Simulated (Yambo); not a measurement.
# GaAs in Yambo: convergence with bands in sums

GaAs:

```
As Ga
1.0
     0.00000    2.78864    2.78864
     2.78864    0.00000    2.78864
     2.78864    2.78864    0.00000
As Ga
1 1
Direct
  0.75000 0.75000 0.75000
  0.00000 0.00000 0.00000
```

The cell isn't the ideal one: cell squeezed.

```yaml
Program: Yambo 5.3.0
Task: G0W0 quasiparticle levels
Functional: PBE
Potentials_or_basis: Ansatz NC SR PBE
Cutoff: 1143 eV
Density_cutoff: 4572 eV
k_mesh: 4 × 4 × 4
Occupations: fixed
Spin: no spin polarisation
k_mesh_of_the_self-consistent_run: 8 × 8 × 8
Random_integration_of_the_Coulomb_term: yes
Direction_of_the_field_or_of_q_to_0: x + y + z
Broadening: 0.1 eV
States_corrected: Γ and the k points of the band edges
Frequency_dependence_of_W: plasmon pole
Terminator_of_the_band_sum_in_the_self-energy: none
Quasiparticle_equation: linearised (Newton)
Imaginary_frequency_of_the_plasmon-pole_fit: 27.2114 eV
Bands_in_the_response: 19
Bands_in_the_self-energy: 19
Cutoff_of_the_response_matrix: 4 Ry
Cutoff_of_exchange_and_Vxc: 84 Ry
Bands_corrected_first_last: "[13, 15]"
```

These are the settings of the first run; the series varies bands in sums, with any setting tied to it.

Hardware: 1 thread of Arm Neoverse V2, on a shared host.

**Question.** The values tried are 19, 24, 34, 54, 94, 134, loosest first. From which on does the quasiparticle gap at the points computed stay within 0.05 eV of the tightest run that finished?

**Answer.** From 94 on.

```csv
bands in sums,quasiparticle gap at the points computed (eV),peak memory (GiB)
19,1.950,0.27
24,1.857,0.28
34,1.800,0.3
54,1.748,0.33
94,1.682,0.4
134,1.660,0.48
```

The tightest run that finished is the yardstick and may itself not be fully converged.

Caveat, for the tightest run too: the k mesh is coarse (spacing up to 0.49 Å⁻¹), so the values aren't converged; the potentials hold a filled d shell without the s and p states of that shell, which can shift GW gaps by tenths of an eV, either way; the screening block or the number of bands is too small for a converged GW gap; this version prints the column dSc/dw multiplied by 27.2.
